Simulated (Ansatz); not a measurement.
The system is I.

```
I
1.0
     3.63503   -2.39502    0.00000
     3.63503    2.39502    0.00000
     0.00000    0.00000    9.79344
I
4
Cartesian
  3.6350 -0.7152 3.7646
  3.6350 1.6799 1.1321
  3.6350 0.7152 6.0288
  3.6350 -1.6799 8.6613
```

* Program: Ansatz 0.2.0
* Task: relaxation of cell and atoms
* Functional: PBEsol
* Potentials or basis: Ansatz PAW
* Cutoff: 420 eV (not typed: the program's choice for these potentials)
* k mesh: 7 × 7 × 3
* Occupations: fermi-dirac, width 0.05 eV
* Spin: no spin polarisation

At the start: volume 42.63 Å³/atom.

Problem. Where does the relaxation end?

Solution. It ends after 9 steps and the volume is 39.64 Å³/atom (-7.0 %); space group Cmce (No. 64, to 0.05 Å).

Step by step:
| step | energy change (eV) | largest force (eV/Å) | volume (Å³) |
| --- | --- | --- | --- |
| 1 | 0.0000 | 0.7634 | 170.52 |
| 2 | -0.0987 | 0.3398 | 157.03 |
| 3 | -0.1584 | 0.1559 | 161.20 |
| 4 | -0.1912 | 0.0481 | 156.75 |
| 5 | -0.1943 | 0.0049 | 156.96 |
| 6 | -0.1968 | 0.0163 | 157.74 |
| 7 | -0.1979 | 0.0104 | 158.21 |
| 8 | -0.1980 | 0.0018 | 158.56 |
| 9 | -0.1964 | 0.0018 | 158.56 |

Final structure:
```yaml
crystal:
  lattice:
    - [3.74913, -2.19782, 0.00000]
    - [3.74913, 2.19782, 0.00000]
    - [0.00000, 0.00000, 9.62164]
  atoms:
    - { symbol: I, position: [0.67346, 0.32654, 0.37724] }
    - { symbol: I, position: [0.17346, 0.82654, 0.12276] }
    - { symbol: I, position: [0.32654, 0.67346, 0.62276] }
    - { symbol: I, position: [0.82654, 0.17346, 0.87724] }
```

Caveat: the plane-wave basis is chosen anew once the cell has moved, so the energies of steps on either side of that aren't comparable; the PAW data sets come from PBE, with cores solved anew for the run's functional, which leaves a small shift of forces and pressure.
